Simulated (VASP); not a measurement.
The system is SiC.

```xyz
2
Lattice="0.0000 2.1791 2.1791 2.1791 0.0000 2.1791 2.1791 2.1791 0.0000" Properties=species:S:1:pos:R:3 pbc="T T T"
Si    3.2687    3.2687    3.2687
C     0.0000    0.0000    0.0000
```

The cell is a database's computed one.

Base run:

| Property | Result |
| --- | --- |
| Program | VASP 6.6.1 |
| Functional | TB-mBJ |
| Potentials or basis | VASP PAW PBE potentials, release 64 (Si, C) |
| Cutoff | 520 eV |
| k mesh | 10 × 10 × 10 |
| Occupations | gaussian, width 0.02 eV |
| Spin | no spin polarisation |

Its results: band gap on the k mesh 2.34 eV, indirect (least direct gap 5.53 eV).

The run is repeated on the same cell with these changes: functional from TB-mBJ to r2SCAN. What comes out?

Band gap on the k mesh 1.73 eV, indirect (least direct gap 5.06 eV).

Not every run made on this cell is shown here.
